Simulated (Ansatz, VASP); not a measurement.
**Ge in VASP and in Ansatz**

```xyz
8
Lattice="5.4183 0.0000 0.0000 0.0000 5.4183 0.0000 0.0000 0.0000 5.4183" Properties=species:S:1:pos:R:3 pbc="T T T"
Ge    2.7092    2.7092    2.7092
Ge    0.0000    0.0000    0.0000
Ge    1.3546    0.0000    2.7092
Ge    2.7092    1.3546    0.0000
Ge    2.7092    4.0638    0.0000
Ge    4.0638    0.0000    2.7092
Ge    0.0000    2.7092    4.0638
Ge    0.0000    2.7092    1.3546
```

Alike in both runs: functional PBE; k mesh 8 × 8 × 8; occupations gaussian, width 0.1 eV; no spin polarisation.

Ansatz relaxed the structure, and its values are those at the end. VASP's run is a single point on that final structure, the one shown.

```csv
,VASP,Ansatz
version,VASP 6.6.1,Ansatz 0.2.0
potentials or method,"VASP PAW PBE potentials, release 64 (Ge_d)","scalar-relativistic, plane waves, PAW"
plane-wave cutoff (eV),520,420
valence electrons in the cell,112,112
```

|  | VASP | Ansatz | Ansatz less VASP |
| --- | --- | --- | --- |
| gap on the k mesh at the Fermi level (eV) | none | none | - |
| pressure (GPa) | 0.1 | 0.0 | -0.06 |

A gap of «none» marks a metal or a gap that the smearing closes.
